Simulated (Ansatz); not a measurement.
input.yaml (Ansatz)

```yaml
crystal:
  lattice:
    - [4.197132202, 0.0, 0.0]
    - [-2.098566101, 3.63482311, 0.0]
    - [0.0, 0.0, 2.2690009313]
  atoms:
    - { symbol: Cr, position: [0.0, 1.0, 0.0], spin: 0.0 }
    - { symbol: Cr, position: [0.3333333333, 0.6666666667, 0.5], spin: 0.063 }
    - { symbol: Cr, position: [0.6666666667, 0.3333333333, 0.5], spin: 0.063 }
hamiltonian:
  xc: revpbe
  pseudopotentials:
    kind: paw
    azcp:
      Cr: "pseudopotentials/Cr.paw.azcp"
basis:
  ecutwfc: 420
  fft_grid_basis: typed
kpoints:
  mp_grid: { grid: [10, 10, 15], shift: [0, 0, 0] }
magnetization:
  spin_polarized: true
scf:
  occupations: { method: fermi_dirac, width: 0.05 }
  lower_state_search: "off"
output:
  stress: true
```

Terminal output

```
Engine: ansatz 0.2.0, aarch64-unknown-linux-gnu
Pseudopotentials: kind: paw
Pseudopotential: Cr, paw, valence charge 14, recommended cutoff 420 eV (normal) 
Functional definition: revPBE
  parameter kappa = 1.245
  parameter beta = 0.06672455060314922
  exchange = pbe_x(kappa = kappa, mu = beta*pi^2/3)
  correlation = pbe_c(beta = beta)
Crystal: 3 atoms, lattice volume = 34.615 Å³
Basis set: ecut = 420 eV, 661 PW (Γ)
Bands: 26, of which v1, the nominal top of the filled ones, is band 21 counted from 1 (20 counted from 0)
Symmetry: 24 space group operations
Space group: P6/mmm (ITA 191), of the structure as read, at distance tolerance 3.3e-5 Å
Magnetic group: BNS 191.233 (UNI 1463), of the structure as read, at distance tolerance 3.3e-5 Å
k-points: 112 of 1500
Non-local potential: Cr, projectors of the file, l = 0: 3, l = 1: 2, l = 2: 3, l = 3: 1
PAW form: soft (Blöchl's): semilocal exchange-correlation on the pseudo side does not see the compensation charge
PAW frozen core: Cr, regenerated for the run's functional, and the local potential with it (the file was generated under x = pbe(κ = 0.804, μ = 0.2195149727645171), c = pbe(β = 0.06672455060314922))
PAW one-centre angular grid: Cr, 590 points (default); XC on 64 Gauss nodes
Initial density: superposition of atomic densities (chi_scale 0.1, normalization cell)
Starting moments: Σ|m| = 0.126 μB on 2 of 3 sites
Initial wavefunctions: pseudopotential atomic-orbital guess
Functional: x = revpbe(κ = 1.245, μ = 0.2195149727645171), c = pbe(β = 0.06672455060314922)
SCF iter   1: F=—  HF=-10145.902139 eV  |F-HF|=—  |Δ(HF+E_count)|=         —  Δρ=1.14e-1 (↑1.14e-1 ↓1.12e-1)  dr2=1.46e1  dr2_m=9.84e-4  M=0.105 μB ∫|m|=0.105 μB  β_m=0.30  ethr=3.10e-3  ⟨swp⟩=3.3  Hψ=18672  notcnv=0
SCF iter   2: F=—  HF=-10142.906514 eV  |F-HF|=—  |Δ(HF+E_count)|=    3.00e0  Δρ=6.06e-2 (↑6.06e-2 ↓5.93e-2)  dr2=4.30e0  dr2_m=4.29e-4  M=0.103 μB ∫|m|=0.103 μB  β_m=0.30  ethr=3.10e-3  ⟨swp⟩=2.1  Hψ=12754  notcnv=0  defer=2
SCF iter   3: F=—  HF=-10141.834763 eV  |F-HF|=—  |Δ(HF+E_count)|=    1.07e0  Δρ=2.08e-2 (↑1.98e-2 ↓2.08e-2)  dr2=4.27e-1  dr2_m=2.89e-4  M=0.093 μB ∫|m|=0.095 μB  β_m=0.30  ethr=3.10e-3  ⟨swp⟩=2.8  Hψ=12444  notcnv=0  defer=2
SCF iter   4: F=—  HF=-10141.940104 eV  |F-HF|=—  |Δ(HF+E_count)|=   1.05e-1  Δρ=4.38e-2 (↑4.38e-2 ↓4.31e-2)  dr2=3.65e0  dr2_m=1.20e-4  M=0.101 μB ∫|m|=0.102 μB  β_m=1.00  ethr=1.02e-3  ⟨swp⟩=2.5  Hψ=9375  notcnv=0
SCF iter   5: F=—  HF=-10141.753216 eV  |F-HF|=—  |Δ(HF+E_count)|=   1.87e-1  Δρ=4.89e-3 (↑4.89e-3 ↓4.76e-3)  dr2=2.96e-2  dr2_m=1.16e-5  M=0.096 μB ∫|m|=0.099 μB  β_m=0.30  ethr=1.02e-3  ⟨swp⟩=3.3  Hψ=10698  notcnv=0
SCF iter   6: F=—  HF=-10141.749835 eV  |F-HF|=—  |Δ(HF+E_count)|=   3.38e-3  Δρ=1.47e-3 (↑1.31e-3 ↓1.47e-3)  dr2=1.99e-3  dr2_m=8.39e-6  M=0.095 μB ∫|m|=0.098 μB  β_m=0.30  ethr=7.04e-5  ⟨swp⟩=2.6  Hψ=11318  notcnv=0
...
iter 23 did not close the SCF: its close was put off for a magnetic moment that had not settled (scf_convergence_deferred on its scf_iter line)
SCF iter  23: F=-10141.756994 eV  HF=-10141.756994 eV  |F-HF|=1.71e-8  |Δ(HF+E_count)|=   5.91e-8  Δρ=5.75e-6 (↑5.75e-6 ↓3.09e-6)  dr2=2.05e-8  dr2_m=1.55e-9  M=-0.001 μB ∫|m|=0.001 μB  β_m=0.78  ethr=4.55e-11  ⟨swp⟩=1.2  Hψ=17459  notcnv=0
iter 24 did not close the SCF: its close was put off for a magnetic moment that had not settled (scf_convergence_deferred on its scf_iter line)
SCF iter  24: F=-10141.756994 eV  HF=-10141.756994 eV  |F-HF|=2.78e-9  |Δ(HF+E_count)|=   2.02e-9  Δρ=1.53e-6 (↑1.53e-6 ↓1.30e-6)  dr2=2.97e-9  dr2_m=7.16e-11  M=-0.000 μB ∫|m|=0.000 μB  β_m=0.81  ethr=4.55e-11  ⟨swp⟩=1.1  Hψ=17317  notcnv=0
SCF iter  25: F=-10141.756994 eV  HF=-10141.756994 eV  |F-HF|=1.98e-10  |Δ(HF+E_count)|=  1.55e-10  Δρ=4.86e-7 (↑4.86e-7 ↓4.31e-7)  dr2=2.25e-10  dr2_m=1.45e-11  M=-0.000 μB ∫|m|=0.000 μB  ethr=7.06e-12  ⟨swp⟩=1.0  Hψ=14163  notcnv=0
WARN: the starting moments were not kept: the SCF closed with an absolute magnetisation of 1.7e-4 μB, where they sum to 0.126 μB in size (2 sites). That is at most 0.1 of that sum. Measured as dr2_m measures the in/out step, that magnetisation stands 1.3e-8 eV from none, at or under the dr2_threshold of 1.0e-7 eV: it is no larger than a step whose dr2_m would equal this threshold. The system may hold no moment; this SCF shows only that its start led to no more than that. To try another start: raise the starting moments (crystal.atoms[].spin, magnetization.per_species, magnetization.initial_magnetization, or on a non-collinear deck that types none of these the spinor_matrix: blocks that start its atoms; where the total moment is fixed, keep their sum and leave initial_magnetization as it is; typed ones take the place of any that the run laid by itself, positive ones on a crystal's lanthanoids without a Hubbard term where scf.initial_density.shell_occupations: [] is typed) or, if the notice of its spin-set hold's release reads "site moments contracting" or "site moments show no strong build", lengthen the hold (scf.mixing.spin_hold: { on: { confirm: 4 } }; for m-r²SCAN on two components see the key's manual first). Each may lead to a state that holds a moment. A second SCF, from the converged charge density, with the starting moments and any scf.initial_density.shell_occupations laid on it anew, would have followed, and was not run: the deck does not ask for one (magnetization.retry_lost_moments is false, the default). To let it run, set magnetization.retry_lost_moments: true and run the deck again, where that key's refused combinations let it; where memory then withholds it, that run's warning says so.
SCF 1 converged in 25 iterations: F = -10141.756994 eV  dr2 = 2.25e-10
SCF converged after 25 iterations
Magnetization: -0.0002 μB (20.9999 up, 21.0001 down)
Absolute magnetization: 0.0002 μB (∫|ρ↑−ρ↓|, with the PAW one-centre terms)
Spin contamination: 0.0000 ħ² per cell (⟨S²⟩ above its minimum at these occupations)
Per-site moments (μB) at R_I (Å): [(-1.7140060446578557e-6, 0.93596288416125), (-7.127347314648484e-5, 0.93596288416125), (-7.127347314648485e-5, 0.93596288416125)]
Free energy (F): -10141.756994 eV
Harris-Foulkes:  -10141.756994 eV  (|F-HF|=1.98e-10)
Internal energy: -10141.710907 eV  (E = F + TS)
E sigma→0 (E₀):  -10141.733951 eV
Entropy (-TS):   -0.046087 eV (-15.362 meV/atom)
Fermi energy:    19.476687 eV
--- Per-component energies (eV) ---
  E_band       = -426.050478
  E_kinetic    = 1033.794441
  E_local      = -3562.316355  (includes V_loc(G=0)·N_el)
  E_nonlocal   = 236.631448
  E_hartree    = 1561.954884
  E_xc         = -421.098016
  E_vxc        = -536.803133  (∫ρ·V_xc dr)
  E_paw        = -3596.594561  (= ΣΔE_a)
  E_vpaw       = -721.267076  (= ΣTr[D̂ρ^β])
  E_aug_tail   = 0.001208  (compensation charges beyond the density's cutoff)
  E_ewald      = -5393.974682
  E_core_change = -0.109273  (= ΣΔE_core)
  E_smearing   = -0.046087  (= −TS)
  E_closure    = 0.000000  (closes the sum)
  Σ components = -10141.756994   (vs F -10141.756994, Δ=0.00e0)
--- Stress (GPa, compression-positive) ---
        9.573223       0.000000       0.000000
        0.000000       9.573223       0.000000
        0.000000       0.000000      11.514033
  P = ⅓ Tr σ = 10.2202 GPa (102.202 kbar)
```
